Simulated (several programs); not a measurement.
## BaTe (wurtzite) from semi-empirical methods to plane-wave DFT

BaTe (wurtzite) (it has left that coordination), relaxed with r2SCAN in Ansatz, was computed with several methods. Space group P6_3/mmc (No. 194), hexagonal; conventional cell a = 5.972 Å, c = 7.004 Å, 54.08 Å³ an atom. Ba has 5 Te at 3.45–3.50 Å; Te has 5 Ba at 3.45–3.50 Å. Simulation only: spin-unpolarised, and no claim that this is the phase found in nature.

```cif
data_structure
_symmetry_space_group_name_H-M 'P 1'
_symmetry_Int_Tables_number 1
_cell_length_a 5.9722
_cell_length_b 5.9722
_cell_length_c 7.0037
_cell_angle_alpha 90.000
_cell_angle_beta 90.000
_cell_angle_gamma 120.000
_cell_volume 216.33
loop_
_atom_site_label
_atom_site_type_symbol
_atom_site_fract_x
_atom_site_fract_y
_atom_site_fract_z
_atom_site_occupancy
Ba1 Ba 0.33333 0.66667 0.93750 1
Ba2 Ba 0.66667 0.33333 0.43750 1
Te1 Te 0.33333 0.66667 0.43750 1
Te2 Te 0.66667 0.33333 0.93750 1
```

Gaps and times are for a single point on this cell; volume and bulk modulus come from each method's own relaxation or energy curve at fixed shape, which is too stiff where a cell has free coordinates or axes. Times are rough, from shared hosts (Arm Neoverse V2), and each method has its own mesh and cell size. A dagger marks a closed or tiny gap in a crystal that DFT finds insulating: a failure of the method or a wrong SCF state. A double dagger marks a value from a curve with shape and coordinates held. PM6 (MOPAC), PM7 (MOPAC), GFN2-xTB (tblite) treat a cluster of cells at its zone centre, which samples few k points: where these miss a band edge, the gap comes out too large for that reason alone. Gaps from k meshes are read at a limited set of points (mesh, symmetry points, PBE's band edges), so each method's own least gap may be somewhat smaller. xTB and the PM methods were fitted mostly to molecules, and can miss a solid's gap by electronvolts. Minimal bases can be far off for gaps. Times of the plane-wave ladder aren't listed, since it ran on unlike processors and cards. GLLB-SC's gap includes the derivative discontinuity. G0W0 is at finite bands, cutoff and mesh. d marks a direct gap, i an indirect one (no mark: not told apart), a dash a value that wasn't computed or didn't pass its checks.

```
                              method              kind  gap (eV)  own volume (Å³/atom)  bulk modulus (GPa)  atoms computed  processor time
                         PM7 (MOPAC)    semi-empirical     10.62                     –                   –         cluster          0.41 s
light PBE (260 eV and a coarse mesh)  light plane-wave    1.95 i                     –                   –               4           1.9 s
                   GFN2-xTB (tblite)     tight binding     0.10†                50.50‡                  8‡         cluster           2.2 s
                      PBE/SZV (CP2K)       small basis    1.06 d                     –                   –               4           7.2 s
                                 PBE         semilocal    1.96 i                 54.08                 22‡               4               –
                     PBE/DZVP (CP2K)       small basis    2.34 d                55.53‡                 22‡               4            15 s
                         PM6 (MOPAC)    semi-empirical      2.26                     –                   –         cluster            15 s
                              r2SCAN         semilocal    2.31 i                 54.08                 23‡               4               –
              PBE/single zeta (GPAW)       small basis    1.98 i                     –                   –               4            60 s
                      GLLB-SC (GPAW)   model potential      3.82                     –                   –               4            98 s
   G0W0@PBE (80 eV screening cutoff)         many-body      3.07                     –                   –               4               –
```

Against r2SCAN (2.31 eV) and with closed or daggered gaps left aside, the nearest gap at the points sampled is that of PBE/DZVP (CP2K) (+0.03 eV) and the farthest that of PM7 (MOPAC) (+8.31 eV). r2SCAN is only a yardstick of convenience: semilocal gaps usually lie below measured ones, which GLLB-SC and hybrids aim to mend.

Volumes against r2SCAN's: PBE 0.0 %.

Runs without a result: GFN1-xTB (tblite) (single point).

No spin-orbit coupling is included; it can move band edges with weight on the heavy atoms by tenths of an eV.
